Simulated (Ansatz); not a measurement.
MoS₂ (started from an entry of an open crystallographic database) at its r2SCAN+rVV10 geometry, run in the plane-wave code Ansatz at 3 levels of theory. No magnetic order and no zero-point or thermal motion.

The PBE+SOC input:
```yaml
crystal:
  lattice:
    - [1.5875903429, 0.9165957119, 6.1939280739]
    - [-1.5875903429, 0.9165957119, 6.1939280739]
    - [0.0, -1.8331914237, 6.1939280739]
  atoms:
    - { symbol: Mo, position: [9.65174e-05, 9.65174e-05, 9.65174e-05] }
    - { symbol: S, position: [0.2497906778, 0.2497906778, 0.2497906778] }
    - { symbol: S, position: [0.4171128049, 0.4171128049, 0.4171128049] }
kpoints:
  mp_grid: { grid: [10, 10, 10] }
  band_path:
    path:
      - [0.0, 0.0, 0.0]
      - [-0.5, -0.5, -0.5]
      - [-0.5, -0.1812659678, -0.8187340322]
      - [-0.1812659678, 0.1812659678, -0.5]
      - [0.0, 0.0, -0.5]
      - [0.0, 0.3406329839, -0.3406329839]
      - [-0.3406329839, 0.0, -0.6593670161]
      - [-0.5, 0.0, -0.5]
      - [-0.179687, 0.0, 0.179688]
      - [-0.163139371, 0.163139371, -0.5]
    npoints: 1
hamiltonian:
  xc: pbe
scf:
  occupations: { method: fermi_dirac, width: 0.02 }
  n_extra_bands: 8
magnetization:
  noncollinear: true
  spin_orbit: true
output:
  forces: true
  stress: true
  eigenvalues: true
  write_density: true
  write_potential: true
  elf: true
  volumetric_format: npy
```

Main results, then, where recorded, the levels near the gap in eV from the Fermi energy (columns number the bands from 0), one row a point of the path (Γ, T, H₂, H₀, L, S₀, S₂, F, Γ–S₀ (0.53), H₀–L (0.10)):
```
Crystal: 3 atoms, lattice volume = 54.080 Å³
Symmetry: 6 space group operations + 6 with time reversal
Magnetic group: BNS 160.66 (UNI 1296)
```
```
Basis set: ecut = 420 eV, 1035 PW (Γ), FFT grids on a1−a2, a2, −a2+a3
Bands: 34, of which v1, the nominal top of the filled ones, is band 26 counted from 1 (25 counted from 0)
k-points: 116 of 1000 (time reversal used)
Free energy (F): -6763.955249 eV
Fermi energy:    11.244189 eV
--- Forces (eV/Å), atoms counted from 1 ---
  atom   1  Mo      0.00000      0.00000      0.00117
  atom   2  S       0.00000      0.00000    -0.11155
  atom   3  S       0.00000      0.00000      0.11042
--- Stress (GPa, compression-positive) ---
        1.935629       0.000000       0.000000
        0.000000       1.935629       0.000000
        0.000000       0.000000       3.319687
  P = ⅓ Tr σ = 2.3970 GPa (23.970 kbar)
```
```tsv
band_20	band_21	band_22	band_23	band_24	band_25	band_26	band_27	band_28	band_29	band_30	band_31
-2.669	-2.669	-1.711	-1.711	-1.584	-1.584	1.522	1.522	1.603	1.603	1.943	1.943
-2.725	-2.725	-2.642	-2.642	-0.458	-0.458	1.611	1.611	1.683	1.683	1.821	1.821
-4.187	-4.151	-3.249	-3.236	-1.272	-1.127	0.539	0.542	1.804	1.867	2.433	2.567
-4.187	-4.151	-3.249	-3.236	-1.272	-1.127	0.539	0.542	1.804	1.867	2.433	2.567
-2.786	-2.786	-2.086	-2.086	-1.883	-1.883	1.113	1.113	1.545	1.545	2.960	2.960
-4.120	-4.073	-3.300	-3.286	-1.257	-1.110	0.509	0.516	1.808	1.870	2.420	2.555
-4.120	-4.073	-3.300	-3.286	-1.257	-1.110	0.509	0.516	1.808	1.870	2.420	2.555
-3.326	-3.326	-2.254	-2.254	-1.731	-1.731	1.071	1.071	1.660	1.660	2.534	2.534
-3.246	-3.170	-2.127	-2.097	-1.981	-1.912	0.449	0.499	1.332	1.341	1.856	1.889
-4.085	-4.040	-3.315	-3.296	-1.259	-1.111	0.500	0.507	1.785	1.852	2.396	2.531
```

With PBE+SOC the valence top lies at T and the conduction bottom at Γ–S₀ (0.53 of the way from Γ), 0.91 eV higher; the smallest vertical gap, at H₀–L (0.10 of the way from H₀), is 1.61 eV.

Question: In the first input these blocks are replaced (the band path and keys that only write files left aside):
```yaml
kpoints:
  mp_grid: { grid: [6, 6, 6] }
hamiltonian:
  xc: hse06
scf:
  occupations: { method: fixed }
  n_extra_bands: 4
```
(magnetization left out)
What comes out?

Answer:
```
Basis set: ecut = 420 eV, 1035 PW (Γ), FFT grids on a1−a3, a2−a3, a3
Bands: 17, of which v1, the nominal top of the filled ones, is band 13 counted from 1 (12 counted from 0)
k-points: 32 of 216 (time reversal used)
Exchange kernel: α = 0.2500, screened, ω = 0.2079 Å⁻¹, Wigner–Seitz truncation, v(0) = 1044.4313 eV·Å³, q-mesh 6×6×6
hybrid outer 1: dexx = +8.897e-3 eV, tail = 1.20e-5 eV
hybrid outer 2: dexx = +2.722e-7 eV, tail = 8.29e-9 eV, Δε = 9.76e-4 eV, ΔF = 1.33e-3 eV/Å
Free energy (F): -6765.792786 eV
Fermi energy:    10.407382 eV
--- Forces (eV/Å), atoms counted from 1 ---
  atom   1  Mo      0.00000      0.00000      0.00267
  atom   2  S       0.00000      0.00000      0.40487
  atom   3  S       0.00000      0.00000    -0.40755
--- Stress (GPa, compression-positive) ---
       -2.834049       0.000000       0.000000
        0.000000      -2.834049       0.000000
        0.000000       0.000000      -1.466111
  P = ⅓ Tr σ = -2.3781 GPa (-23.781 kbar)
```
```tsv
band_10	band_11	band_12	band_13	band_14	band_15
-2.463	-1.486	-1.225	2.743	2.743	3.130
-2.429	-2.429	0.000	2.843	2.843	2.985
-4.163	-3.177	-0.743	1.469	3.067	3.760
-4.163	-3.177	-0.743	1.469	3.067	3.760
-2.663	-1.839	-1.608	2.225	2.680	4.304
-4.082	-3.233	-0.724	1.437	3.070	3.746
-4.082	-3.233	-0.724	1.437	3.070	3.746
-3.257	-2.026	-1.444	2.174	2.814	3.820
-3.092	-1.908	-1.663	1.499	2.461	3.110
-4.043	-3.249	-0.724	1.427	3.047	3.719
```
With HSE06 the valence top lies at T and the conduction bottom at H₀–L (0.08 of the way from H₀), 1.43 eV higher; the smallest vertical gap, at H₀–L (0.08 of the way from H₀), is 2.15 eV. With the atoms held, the mean pressure is -2.4 GPa (compression positive). (The program warns that its thresholds are loose for a hybrid's stress.)

PBE0. Against the first input these blocks differ (the band path and keys that only write files left aside):
```yaml
kpoints:
  mp_grid: { grid: [6, 6, 6] }
hamiltonian:
  xc: pbe0
scf:
  occupations: { method: fixed }
  n_extra_bands: 4
```
(magnetization left out)

```
Basis set: ecut = 420 eV, 1035 PW (Γ), FFT grids on a1−a3, a2−a3, a3
Bands: 17, of which v1, the nominal top of the filled ones, is band 13 counted from 1 (12 counted from 0)
k-points: 32 of 216 (time reversal used)
hybrid outer 1: dexx = +1.415e-2 eV, tail = 1.72e-5 eV
hybrid outer 2: dexx = +2.826e-7 eV, tail = 1.06e-8 eV, Δε = 1.14e-3 eV, ΔF = 4.80e-3 eV/Å
Free energy (F): -6765.774326 eV
Fermi energy:    10.072443 eV
--- Forces (eV/Å), atoms counted from 1 ---
  atom   1  Mo      0.00000      0.00000      0.00264
  atom   2  S       0.00000      0.00000      0.39632
  atom   3  S       0.00000      0.00000    -0.39894
--- Stress (GPa, compression-positive) ---
       -2.958385       0.000000       0.000000
        0.000000      -2.958385       0.000000
        0.000000       0.000000      -1.453420
  P = ⅓ Tr σ = -2.4567 GPa (-24.567 kbar)
```
```tsv
band_10	band_11	band_12	band_13	band_14	band_15
-2.491	-1.516	-1.268	3.431	3.431	3.838
-2.456	-2.456	0.000	3.537	3.537	3.679
-4.226	-3.229	-0.751	2.125	3.762	4.478
-4.226	-3.229	-0.751	2.125	3.762	4.478
-2.712	-1.871	-1.642	2.911	3.385	5.013
-4.143	-3.286	-0.731	2.093	3.765	4.463
-4.143	-3.286	-0.731	2.093	3.765	4.463
-3.318	-2.062	-1.473	2.859	3.520	4.523
-3.143	-1.943	-1.705	2.170	3.165	3.808
-4.103	-3.303	-0.732	2.083	3.742	4.436
```

With PBE0 the valence top lies at T and the conduction bottom at H₀–L (0.08 of the way from H₀), 2.08 eV higher; the smallest vertical gap, at H₀–L (0.08 of the way from H₀), is 2.81 eV. The mean pressure at these positions is -2.5 GPa, compression counted positive. (The program warns that its thresholds are loose for a hybrid's stress.)

Small level splittings and stresses of the hybrids carry the error of their coarser meshes.

Totals of different functionals, or with and without spin-orbit coupling, can't be compared.

Only the levels marked +SOC include spin-orbit coupling.
